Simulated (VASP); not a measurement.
The system is Ti.

```
Ti
1.0
     0.00000    2.03000    2.03000
     2.03000    0.00000    2.03000
     2.03000    2.03000    0.00000
Ti
1
Direct
  0.00000 0.00000 0.00000
```

This isn't the form of Ti at room conditions, which is hcp.

```yaml
Program: VASP 6.6.1
Task: relaxation of cell and atoms
Functional: PBE
Potentials_or_basis: VASP PAW PBE potentials, release 64 (Ti_sv)
Cutoff: 520 eV
k_mesh: 18 × 18 × 18
Occupations: gaussian, width 0.1 eV
Spin: no spin polarisation
```

At the start: pressure 4.1 GPa; volume 16.73 Å³/atom.

**Question.** Where does the relaxation end?

**Answer.** Over 3 steps the energy falls by 7.5 meV/atom and the volume is 17.34 Å³/atom (+3.6 %); space group Fm-3m (No. 225, to 0.05 Å).

Step by step:
```
step  energy change (eV)  largest force (eV/Å)  pressure (GPa)  volume (Å³)
   1              0.0000                0.0000            4.06        16.73
   2             -0.0038                0.0000           -2.61        17.78
   3             -0.0075                0.0000           -0.03        17.34
```

Final structure:
```
Ti
1.0
     0.00000    2.05420    2.05420
     2.05420    0.00000    2.05420
     2.05420    2.05420    0.00000
Ti
1
Direct
  0.00000 0.00000 0.00000
```
